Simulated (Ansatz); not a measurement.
Runs of Ansatz 0.2.0 on Si. It takes space group Fd-3m (No. 227, cubic). The conventional cell has a = 5.444 Å, b = 5.444 Å, c = 5.444 Å, α = 90.00°, β = 90.00°, γ = 90.00°. Si (site symmetry -43m) is surrounded by 4 Si at 2.36 Å. 

| task | level | potentials or basis | cell | k mesh | cutoff (eV) | share of exact exchange | screening of exact exchange | basis error allowed | mesh quality | gap on the mesh (eV) | pressure (GPa) | relaxed volume (Å³/atom) |
| --- | --- | --- | --- | --- | --- | --- | --- | --- | --- | --- | --- | --- |
| relaxation of cell and atoms | revPBE+D3(BJ) | all-electron LAPW, scalar-relativistic | relaxed | 8 × 8 × 8 | - | - | - | 0.001 eV/atom | not flagged | (b) | 0.0 | 19.61 |
| relaxation of cell and atoms | revPBE | all-electron LAPW, scalar-relativistic | relaxed | 8 × 8 × 8 | - | - | - | 0.001 eV/atom | not flagged | 0.71 | 0.0 | 20.72 |
| single point | HSE(alpha, omega) | all-electron PAW datasets made for the crystal | as given | 4 × 4 × 4 | 200 | 0.2 | 0.2 1/A | - | coarse | 1.21 | (a) | - |
| single point | HSE(alpha, omega) | all-electron PAW datasets made for the crystal | as given | 4 × 4 × 4 | 200 | 0.4 | 0.2 1/A | - | coarse | 1.76 | (c) | - |
| single point | HSE(alpha, omega) | all-electron PAW datasets made for the crystal | as given | 4 × 4 × 4 | 200 | 0.25 | 0.2 1/A | - | coarse | 1.35 | 0.3 | - |

Alike in all rows: no spin polarisation; smearing fermi-dirac 0.05 eV.

**Question.** Estimate the missing entries.

**Answer.** (a) 0.6; (b) 0.62; (c) -0.6.

Caveats: some runs use coarse meshes.

A k mesh can miss the band edges.

The runs don't all hold the same shells in valence.

Runs at the PBE level aren't shown here.
